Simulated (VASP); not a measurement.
Runs of VASP 6.6.1 on KCl. Symmetry: Fm-3m, No. 225, cubic system. Conventional cell: a = 6.268 Å, b = 6.268 Å, c = 6.268 Å, α = 90.00°, β = 90.00°, γ = 90.00°. Around K (site symmetry m-3m) lie 6 Cl at 3.13 Å. Cl (site symmetry m-3m) is surrounded by 6 K at 3.13 Å. 

```csv
task,level,potentials or basis,cell,cutoff (eV),gap on the mesh (eV),pressure (GPa),relaxed volume (Å³/atom)
relaxation of cell and atoms,PBEsol,"VASP PAW PBE potentials, release 64 (K_sv, Cl)",relaxed,600,5.08,0.0,(c)
relaxation of cell and atoms,RPBE,"VASP PAW PBE potentials, release 64 (K_sv, Cl)",relaxed,600,5.08,0.0,(a)
relaxation of cell and atoms,LDA,"VASP PAW LDA potentials, release 64 (K_sv, Cl)",relaxed,600,5.10,0.0,28.19
single point,PBEsol,"VASP PAW PBE potentials, release 64 (K_sv, Cl)",as given,520,5.06,-0.2,-
relaxation of cell and atoms,PBEsol,"VASP PAW PBE potentials, release 64 (K_sv, Cl)",relaxed,300,(b),0.0,30.14
```

Alike in all rows: no spin polarisation; k mesh 6 × 6 × 6; smearing gaussian 0.02 eV.

Task: Estimate the missing entries.

Result: (a) 35.66; (b) 5.13; (c) 30.59.

Caveats: the PAW data sets were made with another functional, which shifts forces and pressure a little (some runs); the volume moved by over 15 % at a fixed basis, so the end points are rough (some runs); the volume moved by +16 % from the deposited cell, more than functionals usually miss (some runs); the cutoff is under 1.25 times the usual one of these potentials, so pressure, stress and relaxed cells hold a basis-set (Pulay) error (some runs).

Runs at the PBE level aren't shown here.
